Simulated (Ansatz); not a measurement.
## PtAl2: energy against volume and a worked fit

Symmetry: Fm-3m, No. 225, cubic system. The conventional cell has a = 5.910 Å, b = 5.910 Å, c = 5.910 Å, α = 90.00°, β = 90.00°, γ = 90.00°. Around Pt (site symmetry m-3m) lie 8 Al at 2.56 Å. Al (site symmetry -43m) is surrounded by 4 Pt at 2.56 Å.

The cell was scaled at fixed shape and fractions and run with Ansatz, Ansatz PAW, cutoff 420 eV; LDA, k mesh 8 × 8 × 8 on the cell of 3 atoms, fermi-dirac occupations of 0.05 eV, no spin polarisation, no spin-orbit coupling. The potentials were made for PBE. Energies are those that the program minimises, any entropy of the smearing included. For a metal such a mesh isn't converged to the digits shown.

```tsv
V (Å³/atom)	energy over the lowest row (meV/atom)
16.1700	7.96
16.5140	0.55
16.8580	0.00
17.2021	5.60
17.5461	?
17.8902	32.63
18.2342	52.97
```

Problem. Fit the third-order Birch-Murnaghan form, give V0, B0 and B′, and predict the energy left open.

Solution. With y = (V0/V)^(2/3), E = E0 + (9 V0 B0/16) [(y - 1)³ B′ + (y - 1)² (6 - 4y)]. Least squares through the rows shown give V0 = 16.7134 Å³/atom, E0 = -0.55 meV, B0 = 145.4 GPa (1 eV/Å³ = 160.218 GPa) and B′ = 4.49, with a largest miss of 0.02 meV. At V = 17.5461 the form with these constants gives 16.67 meV; the run gave 16.66 meV an atom. Other set-ups at this level, from all their volumes (Å³/atom, GPa): Ansatz, all-electron LAPW, scalar-relativistic: V0 16.714, B0 145.3.
